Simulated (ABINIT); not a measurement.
# Ga in ABINIT: the effect of functional

Crystal: Ga.

```
CELL_PARAMETERS angstrom
4.44947 0.00000 0.00000
-2.22474 3.85336 0.00000
0.00000 0.00000 2.76520
ATOMIC_POSITIONS crystal
Ga 0.33333 0.66667 0.50000
Ga 0.66667 0.33333 0.50000
```

The cell was built by a generator and needn't be a form met in nature.

Alike in all runs:

| Property | Result |
| --- | --- |
| Program | ABINIT 10.8.3 (patched build) |
| Task | single point |
| Potentials or basis | JTH PAW PBE v2.0 |
| Cutoff | 544 eV |
| k mesh | 7 × 7 × 10 |
| Occupations | fermi-dirac, width 0.05 eV |
| Spin | no spin polarisation |

```csv
functional,pressure (GPa)
PBE,0.1
LDA,-4.1
PBEsol,-2.4
RPBE,1.8
BLYP,?
AM05,-2.2
r2SCAN,-2.2
SCAN,-2.8
revPBE,1.3
PW91,0.0
WC,-2.4
```

What does the run with functional BLYP give?

Pressure 3.4 GPa.

Caveats: the PAW data sets were made with another functional, which shifts forces and pressure a little (some runs).
